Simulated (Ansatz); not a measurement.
# What spin–orbit coupling does to the bands of CuI

```
Cu I
1.0
     0.00000    3.03952    3.03952
     3.03952    0.00000    3.03952
     3.03952    3.03952    0.00000
Cu I
1 1
Cartesian
  0.0000 0.0000 0.0000
  1.5198 1.5198 1.5198
```

Atom numbers follow the list: Cu1, I2.

The cell was built from the zincblende type and relaxed in the same program, and has space group F-43m; it needn't be a known or the stable phase.

Methods: DFT, PBE, all-electron LAPW, scalar-relativistic (Ansatz 0.2.0); DFT, PBE, all-electron LAPW, Dirac equation with spin-orbit coupling (Ansatz 0.2.0).

Sampling and basis: a Γ-centred 12×12×12 k mesh, Fermi–Dirac smearing of 0.05 eV, basis error target 1 meV/atom, no spin polarisation.

Levels between -4 and 3 eV, each run counted from its own valence-band top. Scalar levels are listed once for both spins; with the coupling every spinor state is counted. Levels near the edges of the range can cross them.

Question: At Γ (0.000, 0.000, 0.000) the scalar-relativistic levels are -3.62 (×3), -1.82 (×2), 0.00 (×3), 1.10. What are they with spin–orbit coupling?

Answer: -3.62 (×4), -1.98 (×4), -0.42 (×2), 0.00 (×4), 0.95 (×2).

Question: At L (0.000, 0.000, 0.500) the scalar-relativistic levels are -3.60 (×2), -1.79 (×2), -1.74, -0.70 (×2), 2.13. What are they with spin–orbit coupling?

Answer: -3.94 (×2), -3.59 (×2), -2.09 (×2), -1.90 (×2), -1.81 (×2), -0.90 (×2), -0.78 (×2), 1.98 (×2).

Question: At W (-0.500, -0.250, 0.250) the scalar-relativistic levels are -3.82, -1.88, -1.86, -1.73, -1.57, -1.23. What are they with spin–orbit coupling?

Answer: -3.93, -3.89, -2.18, -2.12, -1.98, -1.94 (×2), -1.83, -1.71, -1.70, -1.41, -1.32.

Question: Without the coupling the gap is 1.10 eV, direct at Γ. And with it?

Answer: 0.95 eV, direct at Γ.
